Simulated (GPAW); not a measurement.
Input of a GPAW 26.7.0 run:

Contents of run.py:

```python
import numpy as np
from ase.dft.bandgap import bandgap
from ase.io import read, write
from ase.units import GPa
from gpaw import GPAW, PW
from gpaw.spinorbit import soc_eigenstates

atoms = read('InP.xyz')

calc = GPAW(mode=PW(600),
            xc='MGGA_X_SCAN+MGGA_C_SCAN',
            kpts={'size': (6, 6, 6), 'gamma': True},
            occupations={'name': 'fermi-dirac', 'width': 0.05},
            nbands=18,
            convergence={'density': 1e-05, 'energy': 1e-05},
            maxiter=150,
            txt='gpaw.txt')
atoms.calc = calc
energy = atoms.get_potential_energy()
forces = atoms.get_forces()
stress = atoms.get_stress()
calc.write('gs.gpw')
write('result.traj', atoms)
print(f'Energy: {energy:.6f} eV')
print('Forces (eV/A):')
print(forces.round(4))
print('Stress (GPa):', (stress / GPa).round(3))
print('Fermi level:', round(calc.get_fermi_level(), 4), 'eV')
print(f'Gap: {bandgap(calc)[0]:.4f} eV, direct: {bandgap(calc, direct=True)[0]:.4f} eV')

path = atoms.cell.bandpath('GXWKGLUWLK,UX', npoints=60, eps=1e-4)
bs_calc = calc.fixed_density(kpts=path, symmetry='off', nbands=30,
                             convergence={'bands': 'CBM+6.0', 'eigenstates': 1e-6}, txt='bands.txt')
bs = bs_calc.band_structure()
bs.write('bs.json')
print(f'Gap on the path: {bandgap(bs_calc)[0]:.4f} eV')

soc = soc_eigenstates(bs_calc, theta=90, phi=0, ignore_xc_potential=True)
np.savetxt('soc_bands.dat', soc.eigenvalues(), fmt='%.4f')
mesh = soc_eigenstates('gs.gpw', theta=90, phi=0, ignore_xc_potential=True)
np.savetxt('soc_mesh.dat', mesh.eigenvalues(), fmt='%.4f')
print('Fermi level with spin-orbit coupling:', round(mesh.fermi_level, 4), 'eV')
```

Contents of InP.xyz:

```xyz
2
Lattice="0.0000000000 2.9305000000 2.9305000000 2.9305000000 0.0000000000 2.9305000000 2.9305000000 2.9305000000 0.0000000000" Properties=species:S:1:pos:R:3 pbc="T T T"
In     0.0000000000      0.0000000000      0.0000000000
P      4.3957500000      4.3957500000      4.3957500000
```

Potentials or basis: GPAW PAW data sets (gpaw-data 1.2.1), pw.

Run with:

```bash
$ OMP_NUM_THREADS=1 python run.py
```

(1) What does it give for the pressure?

(2) Estimate the band gap along the path.

(3) Predict the band gap on the k mesh.

Results:

(1) 0.9 GPa.

(2) 1.02 eV, direct.

(3) 1.02 eV, direct.

Caveat: spin-orbit coupling was added after a scalar SCF, so levels and gaps hold it while energy, forces, pressure and moments don't; this program's spin-orbit splittings come out too wide for heavy elements; the PAW data sets were made with another functional, which shifts forces and pressure a little.

**Measured values to compare with.**

A printed reference work, data compilation reports, for a bulk crystal of InP at 1.6 K: band gap 1.4236 eV (direct).

Measured gap of InP: 1.4236 eV (direct; 1.6 K; a printed reference work, data compilation). This calculation gives 1.02 eV (-0.40 eV). The value is that of SCAN, without temperature or zero-point motion.
